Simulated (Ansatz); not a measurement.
# Zn: the cost of one run

Program: Ansatz 0.2.0. Level of theory: DFT PBE, scalar-relativistic, plane waves, PAW. These are calculated values, not measurements.

The COD entry's cell or inner coordinates are ideal or old and differ from later refinements, so a difference from it is no clean test against experiment.

2 further runs of the same task are left out: 1 that didn't finish, 1 set aside as unsound or not needed.

## (1) The system as given

The structure is hexagonal, space group P6_3/mmc (No. 194). The conventional cell has a = 2.633 Å, b = 2.633 Å, c = 5.108 Å, α = 90.00°, β = 90.00°, γ = 120.00°. Around Zn (site symmetry -6m2) lie 12 Zn at 2.63 to 2.97 Å.

Structure file:

```cif
data_structure
_symmetry_space_group_name_H-M 'P6_3/mmc'
_symmetry_Int_Tables_number 194
_cell_length_a 2.6333
_cell_length_b 2.6333
_cell_length_c 5.1082
_cell_angle_alpha 90.000
_cell_angle_beta 90.000
_cell_angle_gamma 120.000
_cell_volume 30.68
loop_
_atom_site_label
_atom_site_type_symbol
_atom_site_symmetry_multiplicity
_atom_site_Wyckoff_symbol
_atom_site_fract_x
_atom_site_fract_y
_atom_site_fract_z
_atom_site_occupancy
Zn1 Zn 2 c 0.33333 0.66667 0.25000 1
```

It is the result of an earlier relaxation at this level (volume 15.34 Å³/atom; gap on the mesh: none (metal)).

## (2) The strip chain

A free-standing chain of the crystal's atoms, periodic along c. Atoms and period relax; energies count from the bulk, -3319.0329 eV an atom.

The cell holds 2 Zn: a = 11.100 Å, b = 9.300 Å, c = 2.512 Å, α = 90.00°, β = 90.00°, γ = 90.00°.

## (3) Relaxing it

Pressure and volume refer to the whole cell with its vacuum; only the period along c may change.

Contents of input.yaml:

```yaml
crystal:
  lattice:
    - [11.1, 0.0, 0.0]
    - [0.0, 9.3, 0.0]
    - [0.0, 0.0, 2.5121900244]
  atoms:
    - { symbol: Zn, position: [0.4039193004, 0.5, 0.0], spin: 0.5 }
    - { symbol: Zn, position: [0.5960806996, 0.5, 0.5], spin: 0.5 }
basis:
  ecutwfc: 420
kpoints:
  mp_grid: { grid: [1, 1, 26] }
hamiltonian:
  xc: pbe
scf:
  occupations: { method: gaussian, width: 0.05 }
output:
  forces: true
  stress: true
  eigenvalues: true
  populations: true
  write_density: true
  write_potential: true
  elf: true
  volumetric_format: npy
magnetization:
  spin_polarized: true
relax:
  adjacent_minimum: "off"
  f_tol: 0.01
  max_steps: 45
  cell: { fix: [a, b, alpha, beta, gamma], stress_tol: 0.03 }
```

Launch:

```
> ansatz run input.yaml --threads 2 --pin off --max-ram 5120MiB --backend cpu --events-out ev --progress --plain --runs-dir out
```

What time and memory should one allow on 2 threads of Arm Neoverse N1, shared host?

About 86 s, with a peak of 0.55 GiB.
